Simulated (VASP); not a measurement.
# TiAl₃: intraband terms of a metal's spectrum

TiAl₃, Pmm2 (no. 25), 4 atoms in the cell. PBE, independent-particle dielectric function; PAW potentials Ti_sv, Al (PBE set).

## Input

INCAR.step1:
```
PREC = Accurate
ENCUT = 320
ISMEAR = 1
SIGMA = 0.1
EDIFF = 1E-7
LASPH = T
KPAR = 4
LWAVE = F
LCHARG = T
LMAXMIX = 4
```

INCAR.step2:
```
PREC = Accurate
ENCUT = 320
ISMEAR = 0
SIGMA = 0.3
EDIFF = 1E-6
LASPH = T
KPAR = 4
LWAVE = T
LCHARG = F
LMAXMIX = 4
ICHARG = 11
NBANDS = 36
NEDOS = 3000
OMEGAMAX = 30
CSHIFT = 0.1
```

INCAR.step3, as INCAR.step2 but for:
```
- LWAVE = T
+ LWAVE = F
+ LOPTICS = T
+ ALGO = None
+ NELM = 1
+ ISTART = 1
```

INCAR.step4, as INCAR.step3 but for:
```
+ WPLASMAI = 0.03
```

INCAR.step5 to INCAR.step6 change the same tag again: WPLASMAI = 0.1, 0.3.

INCAR.step7, as INCAR.step6 but for:
```
- WPLASMAI = 0.3
+ RTIME = 5
```

INCAR.step8, as INCAR.step7 but for:
```
- RTIME = 5
+ RTIME = 20
```

INCAR.step9, as INCAR.step8 but for:
```
- RTIME = 20
+ LNABLA = T
```

INCAR.step10, as INCAR.step9 but for:
```
- ISMEAR = 0
- LNABLA = T
+ ISMEAR = -5
```

KPOINTS.step1:
```
k-points
0
Gamma
  9 6 6
```

KPOINTS.step2:
```
k-points
0
Gamma
  8 5 5
```

POSCAR:
```
TiAl3
1.0
    2.8396770000      0.0000000000      0.0000000000
    0.0000000000      4.6812640000      0.0000000000
    0.0000000000      0.0000000000      4.9007420000
Ti Al
1 3
Direct
    0.0000000000      0.5000000000      0.1659160000
    0.0000000000      0.0000000000      0.8359000000
    0.5000000000      0.0000000000      0.3309120000
    0.5000000000      0.5000000000      0.6672710000
```

Commands (each step's output is kept before the next begins):
```
cat potpaw_PBE.64/Ti_sv/POTCAR potpaw_PBE.64/Al/POTCAR > POTCAR
cp INCAR.step1 INCAR
cp KPOINTS.step1 KPOINTS
mpirun -np 4 vasp_std > vasp.out
cp INCAR.step2 INCAR
cp KPOINTS.step2 KPOINTS
mpirun -np 4 vasp_std > vasp.out
cp INCAR.step3 INCAR
mpirun -np 4 vasp_std > vasp.out
cp INCAR.step4 INCAR
mpirun -np 4 vasp_std > vasp.out
cp INCAR.step5 INCAR
mpirun -np 4 vasp_std > vasp.out
cp INCAR.step6 INCAR
mpirun -np 4 vasp_std > vasp.out
cp INCAR.step7 INCAR
mpirun -np 4 vasp_std > vasp.out
cp INCAR.step8 INCAR
mpirun -np 4 vasp_std > vasp.out
cp INCAR.step9 INCAR
mpirun -np 4 vasp_std > vasp.out
cp INCAR.step10 INCAR
mpirun -np 4 vasp_std > vasp.out
```

## Result

- Bands: 36

One ground state, settings moved in the last step alone:

| Settings | Plasma frequency (eV) | Im ε at 0.5 eV | Im ε at 1 eV | Im ε at 2 eV | Im ε at 4 eV | Time (s) |
|---|---|---|---|---|---|---|
| interband part alone | 4.90 | 78.4 | 41.7 | 29.6 | 16.8 | 4 |
| Drude term, WPLASMAI 0.03 | 4.90 | 84.2 | 42.4 | 29.7 | 16.8 | 4 |
| Drude term, WPLASMAI 0.1 | 4.90 | 96.9 | 44.0 | 29.9 | 16.9 | 4 |
| Drude term, WPLASMAI 0.3 | 4.90 | 120.8 | 48.3 | 30.5 | 16.9 | 4 |
| relaxation time RTIME 5 fs | 4.90 | 102.1 | 44.8 | 30.0 | 16.9 | 4 |
| relaxation time RTIME 20 fs | 4.90 | 84.7 | 42.4 | 29.7 | 16.8 | 4 |
| transversal form (LNABLA) | 5.02 | 83.2 | 44.0 | 31.4 | 18.1 | 4 |
| tetrahedron method | – | – | – | – | – | no result |

VASP 6.6.1 took 46 s on 4 cores (Intel Xeon Platinum 8375C @ 2.90GHz (Ice Lake)), a shared host.
